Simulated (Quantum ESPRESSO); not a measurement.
Input of a Quantum ESPRESSO 7.5 run:

pw.in

```
&CONTROL
  calculation = 'scf'
  prefix = 'pwscf'
  outdir = './tmp'
  pseudo_dir = './pseudo'
  tprnfor = .true.
  tstress = .true.
  disk_io = 'low'
/
&SYSTEM
  ibrav = 0
  nat = 2
  ntyp = 2
  ecutwfc = 86
  nbnd = 26
  input_dft = 'wc'
  occupations = 'smearing'
  smearing = 'fd'
  degauss = 0.00367493
/
&ELECTRONS
  conv_thr = 4d-10
  electron_maxstep = 120
  mixing_beta = 0.5
/
ATOMIC_SPECIES
Se    78.9710 Se.upf
Zn    65.3800 Zn.upf
CELL_PARAMETERS angstrom
   0.0000000000    2.8338000000    2.8338000000
   2.8338000000    0.0000000000    2.8338000000
   2.8338000000    2.8338000000    0.0000000000
ATOMIC_POSITIONS crystal
Se     0.7500000000    0.7500000000    0.7500000000
Zn     0.0000000000    0.0000000000    0.0000000000
K_POINTS automatic
4 4 4 1 1 1
```

File gamma.in:

```
&CONTROL
  calculation = 'bands'
  prefix = 'pwscf'
  outdir = './tmp'
  pseudo_dir = './pseudo'
  disk_io = 'low'
  verbosity = 'high'
/
&SYSTEM
  ibrav = 0
  nat = 2
  ntyp = 2
  ecutwfc = 86
  nbnd = 26
  input_dft = 'wc'
  occupations = 'smearing'
  smearing = 'fd'
  degauss = 0.00367493
/
&ELECTRONS
  conv_thr = 1d-08
  electron_maxstep = 120
  mixing_beta = 0.5
  diago_full_acc = .true.
  startingwfc = 'random'
/
ATOMIC_SPECIES
Se    78.9710 Se.upf
Zn    65.3800 Zn.upf
CELL_PARAMETERS angstrom
   0.0000000000    2.8338000000    2.8338000000
   2.8338000000    0.0000000000    2.8338000000
   2.8338000000    2.8338000000    0.0000000000
ATOMIC_POSITIONS crystal
Se     0.7500000000    0.7500000000    0.7500000000
Zn     0.0000000000    0.0000000000    0.0000000000
K_POINTS crystal
1
0.0 0.0 0.0 1
```

scf2.in

```
&CONTROL
  calculation = 'scf'
  prefix = 'pwscf'
  outdir = './tmp'
  pseudo_dir = './pseudo'
  tprnfor = .true.
  tstress = .true.
  disk_io = 'low'
/
&SYSTEM
  ibrav = 0
  nat = 2
  ntyp = 2
  ecutwfc = 86
  nbnd = 26
  input_dft = 'wc'
  occupations = 'fixed'
/
&ELECTRONS
  conv_thr = 1d-13
  electron_maxstep = 120
  mixing_beta = 0.5
  startingpot = 'file'
/
ATOMIC_SPECIES
Se    78.9710 Se.upf
Zn    65.3800 Zn.upf
CELL_PARAMETERS angstrom
   0.0000000000    2.8338000000    2.8338000000
   2.8338000000    0.0000000000    2.8338000000
   2.8338000000    2.8338000000    0.0000000000
ATOMIC_POSITIONS crystal
Se     0.7500000000    0.7500000000    0.7500000000
Zn     0.0000000000    0.0000000000    0.0000000000
K_POINTS automatic
4 4 4 1 1 1
```

ph.in

```
dielectric of ZnSe
&INPUTPH
  prefix = 'pwscf'
  outdir = './tmp'
  tr2_ph = 1d-18
  fildyn = 'dyn'
  niter_ph = 90
  alpha_mix(1) = 0.7
  epsil = .true.
  trans = .false.
  zeu = .true.
/
0.0000000000 0.0000000000 0.0000000000
```

Potentials or basis: Ansatz NC SR PBE.

Command:

```console
$ OMP_NUM_THREADS=1 pw.x -in pw.in > pw.out
$ OMP_NUM_THREADS=1 pw.x -in gamma.in > gamma.out
$ OMP_NUM_THREADS=1 pw.x -in scf2.in > scf2.out
$ OMP_NUM_THREADS=1 ph.x -in ph.in > ph.out
```

(1) What does it give for the electronic dielectric tensor (diagonal)?

(2) Predict the Born charges (mean of the diagonal).

(3) Predict the pressure.

## Answers

(1) 7.65.

(2) Se -2.09; Zn +2.06 e.

(3) -1.4 GPa.

Caveat: the mesh is thin for the dielectric tensor, Born charges and intensities, which usually come out too large; the potentials were made for another functional, which shifts forces and pressure.

**The experiment to reproduce.**

From a printed reference work, textbook, for a bulk crystal of ZnSe: high-frequency dielectric constant 5.9.

A measured high-frequency dielectric constant of ZnSe is 5.9 (a printed reference work, textbook); the calculated 7.65 misses it by +29.7 %.
